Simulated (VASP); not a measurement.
# Ir (Fm-3m) in VASP: a series of runs

The runs below take Ir through relaxation of cell and atoms, with PBE.

All numbers are computed with VASP 6.6.1; they aren't measurements. Logs are shortened: lines on timing, memory, paths and dates and some standing lists are left out, and cuts for length are marked.

### 1 Starting point

The structure is cubic, space group Fm-3m (No. 225). Conventional cell: a = 3.854 Å, b = 3.854 Å, c = 3.854 Å, α = 90.00°, β = 90.00°, γ = 90.00°. Around Ir (site symmetry m-3m) lie 12 Ir at 2.73 Å.

### 2 Relaxation of cell and atoms, PBE

INCAR reads:

```
SYSTEM = Ir
PREC = Accurate
ENCUT = 600
EDIFF = 1E-6
ISMEAR = 1
SIGMA = 0.1
LREAL = .FALSE.
LASPH = .TRUE.
NELM = 120
ALGO = Normal
ISIF = 3
LWAVE = .FALSE.
LCHARG = .FALSE.
GGA = PE
IBRION = 2
NSW = 80
EDIFFG = -0.005
KPAR = 2
```

KPOINTS reads:

```
regular mesh
0
G
  19 19 19
  0 0 0
```

POSCAR reads:

```
Ir
1.0
    0.0000000000      1.9269647000      1.9269647000
    1.9269647000      0.0000000000      1.9269647000
    1.9269647000      1.9269647000      0.0000000000
Ir
1
Direct
    0.0000000000      0.0000000000      0.0000000000
```

Potentials or basis: VASP PAW PBE potentials, release 64 (Ir).

Launch:

```bash
$ cat potpaw_PBE.64/Ir/POTCAR > POTCAR
$ mpirun -np 2 vasp_std > vasp.out
```

OUTCAR:

```text
SYSTEM = Ir
   PREC = Accurate
   ENCUT = 600
   EDIFF = 1E-6
   ISMEAR = 1
   LREAL = .FALSE.
   LASPH = .TRUE.
   NELM = 120
   ISIF = 3
   GGA = PE
   IBRION = 2
   NSW = 80
   EDIFFG = -0.005

 ion  position               nearest neighbor table
   1  0.000  0.000  0.000-

  LATTYP: Found a face centered cubic cell.
 ALAT       =     3.8539294000

  Lattice vectors:

 A1 = (   0.0000000000,   1.9269647000,   1.9269647000)
 A2 = (   1.9269647000,   0.0000000000,   1.9269647000)
 A3 = (   1.9269647000,   1.9269647000,   0.0000000000)

Analysis of symmetry for initial positions (statically):
=====================================================================
 Subroutine PRICEL returns:
 Original cell was already a primitive cell.

 Routine SETGRP: Setting up the symmetry group for a
 face centered cubic supercell.

 Subroutine GETGRP returns: Found 48 space group operations
 (whereof 48 operations were pure point group operations)
 out of a pool of 48 trial point group operations.

The static configuration has the point symmetry O_h .

Analysis of symmetry for dynamics (positions and initial velocities):
=====================================================================
 Subroutine PRICEL returns:
 Original cell was already a primitive cell.

 Routine SETGRP: Setting up the symmetry group for a
 face centered cubic supercell.

 Subroutine GETGRP returns: Found 48 space group operations
 (whereof 48 operations were pure point group operations)
 out of a pool of 48 trial point group operations.

The dynamic configuration has the point symmetry O_h .

 Subroutine INISYM returns: Found 48 space group operations
 (whereof 48 operations are pure point group operations),
 and found     1 'primitive' translations

----------------------------------------------------------------------------------------

                                     Primitive cell

  volume of cell :      14.3104

  direct lattice vectors                    reciprocal lattice vectors
     0.000000000  1.926964700  1.926964700    -0.259475433  0.259475433  0.259475433
     1.926964700  0.000000000  1.926964700     0.259475433 -0.259475433  0.259475433
     1.926964700  1.926964700  0.000000000     0.259475433  0.259475433 -0.259475433

  length of vectors
     2.725139613  2.725139613  2.725139613     0.449424633  0.449424633  0.449424633

  position of ions in fractional coordinates (direct lattice)
     0.000000000  0.000000000  0.000000000

  ion indices of the primitive-cell ions
   primitive index   ion index
                 1           1

----------------------------------------------------------------------------------------

 KPOINTS: regular mesh

Automatic generation of k-mesh.
 Grid dimensions read from file:
 generate k-points for:   19   19   19

 Generating k-lattice:

  Cartesian coordinates                     Fractional coordinates (reciprocal lattice)
    -0.013656602  0.013656602  0.013656602     0.052631579  0.000000000  0.000000000
     0.013656602 -0.013656602  0.013656602     0.000000000  0.052631579  0.000000000
     0.013656602  0.013656602 -0.013656602     0.000000000  0.000000000  0.052631579

  Length of vectors
     0.023653928  0.023653928  0.023653928

  Shift w.r.t. Gamma in fractional coordinates (k-lattice)
     0.000000000  0.000000000  0.000000000

 Subroutine IBZKPT returns following result:
 ===========================================

 Found    220 irreducible k-points:

 Following reciprocal coordinates:
            Coordinates               Weight
  0.000000  0.000000  0.000000      1.000000
  0.052632  0.000000  0.000000      8.000000
  0.105263  0.000000  0.000000      8.000000
  0.157895  0.000000  0.000000      8.000000
  0.210526  0.000000  0.000000      8.000000
  0.263158  0.000000  0.000000      8.000000
[... 16 lines left out ...]
 -0.315789  0.052632  0.000000     24.000000
 -0.263158  0.052632  0.000000     24.000000
 [... further k-points ...]
   k-points           NKPTS =    220   k-points in BZ     NKDIM =    220   number of bands    NBANDS=      8
   number of dos      NEDOS =    301   number of ions     NIONS =      1
   total plane-waves  NPLWV =  13824
   dimension x,y,z NGX =    24 NGY =   24 NGZ =   24
   dimension x,y,z NGXF=    48 NGYF=   48 NGZF=   48
   ions per type =               1
   NGX,Y,Z   is equivalent  to a cutoff of  14.64, 14.64, 14.64 a.u.
   NGXF,Y,Z  is equivalent  to a cutoff of  29.28, 29.28, 29.28 a.u.
 SYSTEM =  Ir
   PREC   = accura    normal or accurate (medium, high low for compatibility)
   ISTART =      0    job   : 0-new  1-cont  2-samecut
   ICHARG =      2    charge: 1-file 2-atom 10-const
   ISPIN  =      1    spin polarized calculation?
   LNONCOLLINEAR =      F non collinear calculations
   LSORBIT =      F    spin-orbit coupling
   LASPH  =      T    aspherical Exc in radial PAW
   ENCUT  =  600.0 eV  44.10 Ry    6.64 a.u.   5.44  5.44  5.44*2*pi/ulx,y,z
   NELM   =    120;   NELMIN=  2; NELMDL= -5     # of ELM steps
   EDIFF  = 0.1E-05   stopping-criterion for ELM
   LREAL  =      F    real-space projection
   EDIFFG = -.5E-02   stopping-criterion for IOM
   NSW    =     80    number of steps for IOM
   IBRION =      2    ionic relax: 0-MD 1-quasi-New 2-CG
   NFREE  =      1    steps in history (QN), initial steepest desc. (CG)
   ISIF   =      3    stress and relaxation
   ISYM   =      2    0-nonsym 1-usesym 2-fastsym
   POTIM  = 0.5000    time-step for ionic-motion
   TEBEG  =    0.0;   TEEND  =   0.0 temperature during run
   PSTRESS=    0.0 pullay stress
   NELECT =       9.0000    total number of electrons
   NUPDOWN=      -1.0000    fix difference up-down
   EMIN   =  10.00;   EMAX   =-10.00  energy-range for DOS
   EFERMI =   0.00;   METHOD = LEGACY
   ISMEAR =     1;   SIGMA  =   0.10  broadening in eV -4-tet -1-fermi 0-gaus
   EFERMI_NEDOS =   21; number of points for ismear=-14 and -15
   IALGO  =     38    algorithm
   IMIX   =      4    mixing-type and parameters
     AMIX     =   0.40;   BMIX     =  1.00
     AMIX_MAG =   1.60;   BMIX_MAG =  1.00
  volume/ion in A,a.u.               =      14.31        96.57
  Fermi-wavevector in a.u.,A,eV,Ry     =   1.402615  2.650559 26.767146  1.967330
  Thomas-Fermi vector in A             =   2.525359
   LORBIT       =      0    0 simple, 1 ext, 2 COOP (PROOUT), +10 PAW based schemes
   GGA     = PE    functional components
   LHFCALC =     F    Hartree Fock is set to
   AEXX    =    0.0000 exact exchange contribution
   IVDW    =     0    specifies the selected vdW correction
   LEPSILON=     F    determine dielectric tensor
   LRPA    =     F    only Hartree local field effects (RPA)
 conjugate gradient relaxation of ions
 non-spin polarized calculation
 Methfessel and Paxton  Order N= 1 SIGMA  =   0.10
  energy-cutoff  :      600.00
  volume of cell :       14.31
 maximum number of plane-waves:       531
 NGX is ok and might be reduce to    24
   NGX = 11   NGY = 11   NGZ = 11

--------------------------------------- Ionic step        1  -------------------------------------------

 number of electron       9.0000000 magnetization

 Free energy of the ion-electron system (eV)
  ---------------------------------------------------
  ext. energy  EPLUGINS =         0.00000000
  ---------------------------------------------------
  free energy    TOTEN  =        -8.83937221 eV

  energy without entropy =       -8.83892101  energy(sigma->0) =       -8.83922181

 E-fermi :  10.1885     XC(G=0): -13.9191

 val. band max:       10.1871907339   @ k =   0.4737   0.3684   0.0000
 cond. band min:      10.1992004473   @ k =  -0.1579   0.1579   0.0000
 fundamental gap:      0.0120097133
 Fermi energy:        10.1885225674

 k-point     1 :       0.0000    0.0000    0.0000
  band No.  band energies     occupation
      1      -0.7882      2.00000
      2       6.3925      2.00000
      3       6.3925      2.00000
      4       6.3925      2.00000
      5       9.0334      2.00000
      6       9.0334      2.00000
      7      24.5548      0.00000
      8      30.0737      0.00000

 k-point     2 :       0.0526    0.0000    0.0000
  band No.  band energies     occupation
      1      -0.6661      2.00000
      2       6.3272      2.00000
      3       6.4457      2.00000
      4       6.4457      2.00000
      5       8.9990      2.00000
      6       8.9990      2.00000
      7      24.7656      0.00000
      8      29.3976      0.00000
[... 334 lines left out ...]
 POSITION                                       TOTAL-FORCE (eV/Angst)
 -----------------------------------------------------------------------------------
      0.00000      0.00000      0.00000         0.000000      0.000000      0.000000
 -----------------------------------------------------------------------------------
    total drift:                               -0.000000      0.000000     -0.000000

  FREE ENERGIE OF THE ION-ELECTRON SYSTEM (eV)
  ---------------------------------------------------
  free  energy   TOTEN  =        -8.8429693302 eV

  energy  without entropy=       -8.8424917392  energy(sigma->0) =       -8.84281013

--------------------------------------- Ionic step        4  -------------------------------------------

 number of electron       9.0000000 magnetization

 Free energy of the ion-electron system (eV)
  ---------------------------------------------------
  ext. energy  EPLUGINS =         0.00000000
  ---------------------------------------------------
  free energy    TOTEN  =        -8.84297146 eV

  energy without entropy =       -8.84249427  energy(sigma->0) =       -8.84281240

 E-fermi :   9.9308     XC(G=0): -13.8298

 val. band max:        9.9294562010   @ k =   0.4737   0.3684   0.0000
 cond. band min:       9.9396304740   @ k =  -0.1579   0.1579   0.0000
 fundamental gap:      0.0101742730
 Fermi energy:         9.9308138515

 k-point     1 :       0.0000    0.0000    0.0000
  band No.  band energies     occupation
      1      -0.8844      2.00000
      2       6.2227      2.00000
      3       6.2227      2.00000
      4       6.2227      2.00000
      5       8.8008      2.00000
      6       8.8008      2.00000
      7      24.3257      0.00000
      8      29.7554      0.00000

 k-point     2 :       0.0526    0.0000    0.0000
  band No.  band energies     occupation
      1      -0.7643      2.00000
      2       6.1591      2.00000
      3       6.2748      2.00000
      4       6.2748      2.00000
      5       8.7674      2.00000
      6       8.7674      2.00000
      7      24.5314      0.00000
      8      29.0836      0.00000
[... 264 lines left out ...]
 POSITION                                       TOTAL-FORCE (eV/Angst)
 -----------------------------------------------------------------------------------
      0.00000      0.00000      0.00000        -0.000000     -0.000000     -0.000000
 -----------------------------------------------------------------------------------
    total drift:                               -0.000000      0.000000     -0.000000

  FREE ENERGIE OF THE ION-ELECTRON SYSTEM (eV)
  ---------------------------------------------------
  free  energy   TOTEN  =        -8.8429714587 eV

  energy  without entropy=       -8.8424942684  energy(sigma->0) =       -8.84281240

 reached required accuracy - stopping structural energy minimisation
```

Run time: 16 s. Hardware: 2 MPI ranks of Intel Xeon 6975P-C (Granite Rapids), shared host; peak memory 0.16 GiB.

Results:

| Property | Result |
| --- | --- |
| Free energy | -8.8430 eV |
| Relaxed volume | 14.53 Å³/atom |
| Relaxed cell | a = 2.739 Å, b = 2.739 Å, c = 2.739 Å, α = 60.00°, β = 60.00°, γ = 60.00° |
| Space group after relaxing (to 0.05 Å) | Fm-3m (No. 225) |
| Energy gained by relaxing | 3.6 meV/atom |
| Ionic steps | 4 |
| Pressure after relaxing | 0.0 GPa |
| Band gap on the k mesh | none (metal or under the smearing width) |

The path:
```tsv
step	energy change (eV)	largest force (eV/Å)	pressure (GPa)	volume (Å³)
1	0.0000	0.0000	5.44	14.31
2	0.0409	0.0000	-16.52	15.34
3	-0.0036	0.0000	-0.11	14.53
4	-0.0036	0.0000	-0.01	14.53
```

Final structure:
```yaml
crystal:
  lattice:
    - [0.00000, 1.93665, 1.93665]
    - [1.93665, 0.00000, 1.93665]
    - [1.93665, 1.93665, 0.00000]
  atoms:
    - { symbol: Ir, position: [0.00000, 0.00000, 0.00000] }
```

The run has no spin-orbit coupling, so splittings on Ir are missing.

### 3 Relaxation of cell and atoms, PBE

This run uses another cell than the first one, of 14.53 Å³/atom, 1.015 times its volume.

INCAR is that of step 2.

KPOINTS is that of step 2.

POSCAR reads:

```
Ir                                      
1.0
   -0.0000000000      1.9366504261      1.9366504261
    1.9366504261      0.0000000000      1.9366504261
    1.9366504261      1.9366504261      0.0000000000
  Ir            
     1
Direct
     0.0000000000000000    0.0000000000000000    0.0000000000000000
```

Potentials or basis: VASP PAW PBE potentials, release 64 (Ir).

Launch:

```bash
$ cat potpaw_PBE.64/Ir/POTCAR > POTCAR
$ mpirun -np 2 vasp_std > vasp.out
```

Run time: 7 s. Hardware: 2 MPI ranks of Intel Xeon 6975P-C (Granite Rapids), shared host; peak memory 0.16 GiB.

Results (log left out):

```
Free energy             : -8.8430 eV
Pressure after relaxing : 0.0 GPa
Band gap on the k mesh  : none (metal or under the smearing width)
```

Final structure:
```
CELL_PARAMETERS angstrom
0.00000 1.93665 1.93665
1.93665 0.00000 1.93665
1.93665 1.93665 0.00000
ATOMIC_POSITIONS crystal
Ir 0.00000 0.00000 0.00000
```

Levels at points of the mesh, in eV from the Fermi level:
```tsv
k point	band 2	band 3	band 4	band 5	band 6	band 7
(0.00, 0.00, 0.00)	-3.71	-3.71	-3.71	-1.13	-1.13	14.39
```

Caveat: the relaxation stopped at its first step, so nothing moved.
